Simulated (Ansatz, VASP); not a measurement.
One calculation of Fe, two programs

Contents of INCAR:

```
  ALGO = Normal
  EDIFF = 1E-7
  EDIFFG = -0.04
  ENCUT = 600
  GGA = PS
  IBRION = 2
  ISIF = 3
  ISMEAR = 0
  LASPH = T
  LCHARG = F
  LREAL = F
  LWAVE = F
  NELM = 100
  NSW = 90
  PREC = Accurate
  SIGMA = 0.1
```

KPOINTS

```
k-points
0
Gamma
  10 10 10
```

The input POSCAR:

```
Fe
1.0
   -1.2253268225      1.2253268225      3.6270946917
    1.2253268225     -1.2253268225      3.6270946917
    1.2253268225      1.2253268225     -3.6270946917
Fe
2
Direct
    0.8518367000      0.8518367000      0.0000000000
    0.1481633000      0.1481633000      0.0000000000
```

Input for Ansatz:

```yaml
crystal:
  lattice:
    - [-1.2253268225, 1.2253268225, 3.6270946917]
    - [1.2253268225, -1.2253268225, 3.6270946917]
    - [1.2253268225, 1.2253268225, -3.6270946917]
  atoms:
    - { symbol: Fe, position: [0.8518367, 0.8518367, 0.0] }
    - { symbol: Fe, position: [0.1481633, 0.1481633, 0.0] }
basis:
  ecutwfc: 420
kpoints:
  mp_grid: { grid: [10, 10, 10] }
hamiltonian:
  xc: pbesol
scf:
  occupations: { method: gaussian, width: 0.1 }
  lower_state_search: "off"
output:
  forces: true
  stress: true
  eigenvalues: true
relax:
  adjacent_minimum: "off"
  f_tol: 0.04
  max_steps: 70
  cell: { stress_tol: 0.4 }
```

Alike in both runs: task relaxation of cell and atoms; functional PBEsol; k mesh 10 × 10 × 10; occupations gaussian, width 0.1 eV; no spin polarisation.

|  | VASP | Ansatz |
| --- | --- | --- |
| version | VASP 6.6.1 | Ansatz 0.2.0 |
| potentials or method | VASP PAW PBE potentials, release 64 (Fe) | scalar-relativistic, plane waves, PAW |
| plane-wave cutoff (eV) | 600 | 420 |
| valence electrons in the cell | 16 | 32 |

VASP gave:

| Item | Value |
| --- | --- |
| gap on the k mesh at the Fermi level, each at its own relaxed structure (eV) | none |
| relaxed volume (Å³/atom) | 10.85 |
| relaxed cell length with the largest relative difference (Å) | 4.011 |

Problem. Which values does Ansatz return?

Solution. gap on the k mesh at the Fermi level, each at its own relaxed structure (eV): none; relaxed volume (Å³/atom): 10.89; relaxed cell length with the largest relative difference (Å): 4.018.

A gap of «none» marks a metal or a gap that the smearing closes. The two sets of potentials don't hold the same shells in valence.

Caveats: the k mesh is coarse (spacing up to 0.36 Å⁻¹), so the values aren't converged; the PAW data sets were made with another functional, which shifts forces and pressure a little (VASP); the run has no spin polarisation, though such a crystal can be magnetic. Spin polarisation is off, so any magnetic state and its effect on volume and gap are missing.
